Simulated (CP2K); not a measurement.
# ZnS (Wurtzite-6H) (P6_3mc) in CP2K: notebook

One crystal, ZnS (Wurtzite-6H), is run at these levels: PBE; tasks: atomic charges.

Everything below comes from runs of CP2K 2026.2. Logs are shortened: lines on timing, memory, paths and dates and some standing lists are left out, and cuts for length are marked.

**The experiment to reproduce.**

From a printed reference work, monograph, for a bulk crystal of ZnS at 4 K: band gap 3.911 eV (direct).

The runs below are set against these values where they give the same quantity.

## Step 1: Starting point

The structure is hexagonal, space group P6_3mc (No. 186). Conventional cell: a = 3.812 Å, b = 3.812 Å, c = 18.690 Å, α = 90.00°, β = 90.00°, γ = 120.00°. Zn (site symmetry 3m) has 4 S at 2.33 to 2.34 Å as nearest neighbours. Around Zn (site symmetry 3m) lie 4 S at 2.33 to 2.34 Å. Zn (site symmetry 3m) is surrounded by 4 S at 2.33 to 2.34 Å. S (site symmetry 3m) is surrounded by 4 Zn at 2.33 to 2.34 Å. S (site symmetry 3m) is surrounded by 4 Zn at 2.33 to 2.34 Å. S (site symmetry 3m) is surrounded by 4 Zn at 2.33 to 2.34 Å.

## Step 2: Atomic charges, PBE

File zns_charges.inp:

```
&GLOBAL
  PROJECT zns_charges
  RUN_TYPE ENERGY_FORCE
  PRINT_LEVEL LOW
&END GLOBAL
&FORCE_EVAL
  METHOD QS
  STRESS_TENSOR ANALYTICAL
  &DFT
    BASIS_SET_FILE_NAME BASIS_MOLOPT
    POTENTIAL_FILE_NAME GTH_POTENTIALS
    &MGRID
      CUTOFF 450
      REL_CUTOFF 60
      NGRIDS 4
    &END MGRID
    &QS
      METHOD GPW
      EPS_DEFAULT 1.0E-9
    &END QS
    &KPOINTS
      SCHEME MONKHORST-PACK 6 6 2
      GAMMA_CENTERED T
      SYMMETRY T
      SYMMETRY_BACKEND SPGLIB
    &END KPOINTS
    &SCF
      SCF_GUESS ATOMIC
      EPS_SCF 1.0E-6
      MAX_SCF 100
      ADDED_MOS 24
      CHOLESKY OFF
      EPS_EIGVAL 1.0E-7
      &DIAGONALIZATION ON
        ALGORITHM STANDARD
      &END DIAGONALIZATION
      &MIXING ON
        METHOD BROYDEN_MIXING
        ALPHA 0.4
        BETA 1.5
        NBUFFER 8
      &END MIXING
      &SMEAR ON
        METHOD FERMI_DIRAC
        ELECTRONIC_TEMPERATURE 580.23
      &END SMEAR
    &END SCF
    &XC
      &XC_FUNCTIONAL PBE
      &END XC_FUNCTIONAL
    &END XC
    &PRINT
      &KPOINTS ON
      &END KPOINTS
      &MULLIKEN ON
      &END MULLIKEN
      &MO ON
        ENERGIES T
        OCCUPATION_NUMBERS T
        &EACH
          QS_SCF 0
        &END EACH
        ADD_LAST NUMERIC
      &END MO
      &LOWDIN ON
      &END LOWDIN
      &HIRSHFELD ON
        SHAPE_FUNCTION GAUSSIAN
      &END HIRSHFELD
      &VORONOI ON
        VORONOI_RADII UNITY
      &END VORONOI
    &END PRINT
  &END DFT
  &SUBSYS
    &CELL
      ABC 3.8120000000 3.8120000000 18.6899900000
      ALPHA_BETA_GAMMA 90.0000000000 90.0000000000 120.0000000002
      PERIODIC XYZ
    &END CELL
    &COORD
      SCALED
      Zn  0.3333333333 0.6666666667 0.8333300000
      Zn  0.6666666667 0.3333333333 0.3333300000
      Zn  0.6666666667 0.3333333333 0.6666700000
      Zn  0.3333333333 0.6666666667 0.1666700000
      Zn  0.0000000000 0.0000000000 0.5000000000
      Zn  0.0000000000 0.0000000000 0.0000000000
      S   0.3333333333 0.6666666667 0.9583300000
      S   0.6666666667 0.3333333333 0.4583300000
      S   0.6666666667 0.3333333333 0.7916700000
      S   0.3333333333 0.6666666667 0.2916700000
      S   0.0000000000 0.0000000000 0.6250000000
      S   0.0000000000 0.0000000000 0.1250000000
    &END COORD
    &KIND Zn
      BASIS_SET SZV-MOLOPT-SR-GTH-q12
      POTENTIAL GTH-PBE-q12
    &END KIND
    &KIND S
      BASIS_SET SZV-MOLOPT-SR-GTH-q6
      POTENTIAL GTH-PBE-q6
    &END KIND
    &PRINT
      &ATOMIC_COORDINATES ON
      &END ATOMIC_COORDINATES
      &CELL ON
      &END CELL
      &SYMMETRY ON
      &END SYMMETRY
    &END PRINT
  &END SUBSYS
  &PRINT
    &FORCES ON
    &END FORCES
    &STRESS_TENSOR ON
    &END STRESS_TENSOR
  &END PRINT
&END FORCE_EVAL
```

Potentials or basis: GTH_POTENTIALS Zn GTH-PBE-q12, S GTH-PBE-q6; SZV-MOLOPT-SR-GTH basis.

The run is started by

```sh
> OMP_NUM_THREADS=1 cp2k.psmp -i zns_charges.inp -o zns_charges.out
```

zns_charges.out:

```text

 CP2K| version string:                                       CP2K version 2026.2
 CP2K| Input file name                                           zns_charges.inp

 GLOBAL| Force Environment number                                              1
 GLOBAL| Basis set file name                                        BASIS_MOLOPT
 GLOBAL| Potential file name                                      GTH_POTENTIALS
 GLOBAL| MM Potential file name                                     MM_POTENTIAL
 GLOBAL| Coordinate file name                                      __STD_INPUT__
 GLOBAL| Method name                                                        CP2K
 GLOBAL| Project name                                                zns_charges
 GLOBAL| Run type                                                   ENERGY_FORCE
 GLOBAL| FFT library                                                       FFTW3
[... 8 lines left out ...]
 GLOBAL| CPU model name                                                  UNKNOWN

 CELL| Volume [angstrom^3]:                                           235.204423
 CELL| Vector a [angstrom]:       3.812     0.000     0.000   |a| =     3.812000
 CELL| Vector b [angstrom]:      -1.906     3.301     0.000   |b| =     3.812000
 CELL| Vector c [angstrom]:       0.000     0.000    18.690   |c| =    18.689990
 CELL| Angle (b,c), alpha [degree]:                                    90.000000
 CELL| Angle (a,c), beta  [degree]:                                    90.000000
 CELL| Angle (a,b), gamma [degree]:                                   120.000000
 CELL| Numerically orthorhombic:                                              NO
 CELL| Periodicity                                                           XYZ

 CELL_REF| Volume [angstrom^3]:                                       235.204423
 CELL_REF| Vector a [angstrom     3.812     0.000     0.000   |a| =     3.812000
 CELL_REF| Vector b [angstrom    -1.906     3.301     0.000   |b| =     3.812000
 CELL_REF| Vector c [angstrom     0.000     0.000    18.690   |c| =    18.689990
 CELL_REF| Angle (b,c), alpha [degree]:                                90.000000
 CELL_REF| Angle (a,c), beta  [degree]:                                90.000000
 CELL_REF| Angle (a,b), gamma [degree]:                               120.000000
 CELL_REF| Numerically orthorhombic:                                          NO
 CELL_REF| Periodicity                                                       XYZ
[... 9 lines left out ...]
 TOTAL NUMBERS AND MAXIMUM NUMBERS

  Total number of            - Atomic kinds:                                   2
                             - Atoms:                                         12
                             - Shell sets:                                    12
                             - Shells:                                        30
                             - Primitive Cartesian functions:                 60
                             - Cartesian basis functions:                     84
                             - Spherical basis functions:                     78

  Maximum angular momentum of- Orbital basis functions:                        2
                             - Local part of the GTH pseudopotential:          0
[... 1331 lines left out ...]

 !-----------------------------------------------------------------------------!

 !-----------------------------------------------------------------------------!
                           Hirshfeld Charges

  #Atom  Element  Kind  Ref Charge     Population                    Net charge
      1       Zn     1      12.000         13.099                        -1.099
      2       Zn     1      12.000         13.099                        -1.099
      3       Zn     1      12.000         13.101                        -1.101
      4       Zn     1      12.000         13.101                        -1.101
      5       Zn     1      12.000         13.096                        -1.096
      6       Zn     1      12.000         13.096                        -1.096
      7       S      2       6.000          4.901                         1.099
      8       S      2       6.000          4.901                         1.099
      9       S      2       6.000          4.902                         1.098
     10       S      2       6.000          4.902                         1.098
     11       S      2       6.000          4.903                         1.097
     12       S      2       6.000          4.903                         1.097

  Total Charge                                                            0.000
 !-----------------------------------------------------------------------------!

 VORONOI| Collecting electron density from MPI ranks and sending to library...
 VORONOI| Voronoi integration finished.

 LOWDIN POPULATION ANALYSIS

 #  Atom  Element  Kind  Atomic population                           Net charge
       1     Zn       1         12.606684                             -0.606684
       2     Zn       1         12.606684                             -0.606684
       3     Zn       1         12.606173                             -0.606173
       4     Zn       1         12.606173                             -0.606173
       5     Zn       1         12.606014                             -0.606014
       6     Zn       1         12.606014                             -0.606014
       7     S        2          5.392291                              0.607709
       8     S        2          5.392291                              0.607709
       9     S        2          5.393466                              0.606534
      10     S        2          5.393466                              0.606534
      11     S        2          5.395372                              0.604628
      12     S        2          5.395372                              0.604628
 # Total charge                            108.000000                 -0.000000

 ENERGY| Total FORCE_EVAL ( QS ) energy [hartree]           -424.385621939800728

 FORCES| Atomic forces [hartree/bohr]
 FORCES|   Atom     x               y               z               |f|
 FORCES|      1 -1.52065730E-06  1.38083847E-06  1.11436712E-03   1.11436901E-03
 FORCES|      2  1.52065841E-06 -1.38077798E-06  1.11436783E-03   1.11436972E-03
 FORCES|      3 -1.51402760E-06  1.33627740E-06  1.78078549E-03   1.78078664E-03
 FORCES|      4  1.51402687E-06 -1.33627594E-06  1.78078547E-03   1.78078662E-03
 FORCES|      5  1.52416624E-06 -1.09235087E-06  8.26878300E-04   8.26880427E-04
 FORCES|      6 -1.52416841E-06  1.09235377E-06  8.26877450E-04   8.26879576E-04
 FORCES|      7  1.48722028E-06 -1.39167871E-06 -1.31880360E-03   1.31880517E-03
 FORCES|      8 -1.48721762E-06  1.39167794E-06 -1.31880270E-03   1.31880427E-03
 FORCES|      9  1.49202296E-06 -1.36958249E-06 -2.64831212E-04   2.64838956E-04
 FORCES|     10 -1.49202408E-06  1.36953225E-06 -2.64832543E-04   2.64840287E-04
 FORCES|     11  1.48522729E-06 -1.33865696E-06  4.69155765E-04   4.69160026E-04
 FORCES|     12 -1.48522678E-06  1.33864376E-06  4.69157492E-04   4.69161753E-04
 FORCES| Sum     2.72893913E-13  6.50405214E-13  5.21510487E-03
 FORCES| Total atomic force                                       5.21510487E-03

 STRESS| Analytical stress tensor [bar]
 STRESS|                        x                   y                   z
 STRESS|      x       -1.33726933761E+03  -5.84663551534E-01  -1.25456644835E-07
 STRESS|      y       -5.84663551534E-01  -1.33608153601E+03   7.72426950364E-05
 STRESS|      z       -1.25456644835E-07   7.72426950364E-05   4.17421472570E+03
 STRESS| 1/3 Trace                                             5.00287950693E+02
 STRESS| Determinant                                           7.45807165784E+09

 STRESS| Eigenvectors and eigenvalues of the analytical stress tensor [bar]
 STRESS|                        1                   2                   3
 STRESS| Eigenvalues  -1.33750883325E+03  -1.33584204037E+03   4.17421472570E+03
 STRESS|      x           0.925372085884     -0.379060025150     -0.000000000024
 STRESS|      y           0.379060025150      0.925372085884      0.000000014018
 STRESS|      z          -0.000000005291     -0.000000012981      1.000000000000
```

Wall time 32 s (1 thread of Arm Neoverse V2, shared host); peak memory 0.62 GiB.

Results:

```yaml
Free_energy: -11548.1201 eV
Pressure: 0.1 GPa
Band_gap_on_the_k_mesh: 2.16 eV, direct
Mulliken_charges: Zn -0.38; S +0.38 e
Hirshfeld_charges: Zn -1.10; S +1.10 e
Voronoi_charges: Zn +0.15, +0.12, +0.08, +0.14; S -0.15, -0.12, -0.07, -0.14 e
```

Caveat: Hirshfeld charges from Gaussian shapes aren't those from atomic densities; a minimal basis gives rough bond lengths, pressures and levels; Mulliken charges move with the basis; the basis of atomic orbitals isn't converged, which shifts pressures, moduli and gaps.

## Step 3: Atomic charges, PBE

Edit zns_charges.inp of step 2 so:

```diff
@@ -30,3 +30,3 @@
       MAX_SCF 100
-      ADDED_MOS 24
+      ADDED_MOS 30
       CHOLESKY OFF
@@ -96,3 +96,3 @@
     &KIND Zn
-      BASIS_SET SZV-MOLOPT-SR-GTH-q12
+      BASIS_SET DZVP-MOLOPT-SR-GTH-q12
       POTENTIAL GTH-PBE-q12
@@ -100,3 +100,3 @@
     &KIND S
-      BASIS_SET SZV-MOLOPT-SR-GTH-q6
+      BASIS_SET DZVP-MOLOPT-SR-GTH-q6
       POTENTIAL GTH-PBE-q6
```

Potentials or basis: GTH_POTENTIALS Zn GTH-PBE-q12, S GTH-PBE-q6; DZVP-MOLOPT-SR-GTH basis.

The run is started by

```sh
> OMP_NUM_THREADS=1 cp2k.psmp -i zns_charges.inp -o zns_charges.out
```

It took 1.7 min on 1 thread of Arm Neoverse V2, shared host; peak memory 0.92 GiB.

It converged, with:

```yaml
Free_energy: -11559.1736 eV
Pressure: 2.5 GPa
Band_gap_on_the_k_mesh: 2.14 eV, direct
Mulliken_charges: Zn -0.13; S +0.13 e
Hirshfeld_charges: Zn -1.12, -1.11; S +1.12, +1.11 e
Voronoi_charges: Zn +0.25, +0.22, +0.17, +0.24; S -0.25, -0.23, -0.17, -0.24 e
```

Stress tensor (GPa, compression positive):
```
2.38 0.00 0.00
0.00 2.38 0.00
0.00 0.00 2.68
```

Levels at points of the mesh, in eV from the valence-band top:
```
           k point  band 52  band 53  band 54  band 55  band 56  band 57
(0.00, 0.00, 0.00)    -0.02     0.00     0.00     2.14     3.22     3.28
(0.00, 0.00, 0.50)    -0.07    -0.07    -0.07     2.63     2.63     3.30
(0.00, 0.50, 0.00)    -1.28    -1.11    -0.89     3.47     3.62     3.63
(0.00, 0.50, 0.50)    -1.23    -1.00    -1.00     3.39     3.39     3.95
```

Caveat: Hirshfeld charges from Gaussian shapes aren't those from atomic densities; Mulliken charges move with the basis; the basis of atomic orbitals isn't converged, which shifts pressures, moduli and gaps.

## Step 4: Comparison with measurements

Step 3. Measured gap of ZnS: 3.911 eV (direct; 4 K; a printed reference work, monograph). This calculation gives 2.14 eV (-1.77 eV). The value is that of PBE in an atomic basis (GTH_POTENTIALS Zn GTH-PBE-q12, S GTH-PBE-q6; DZVP-MOLOPT-SR-GTH basis), whose error adds to the functional's, on a finite k mesh, which can miss the band edges, without temperature or zero-point motion. Semilocal functionals fall short of measured gaps as a rule.
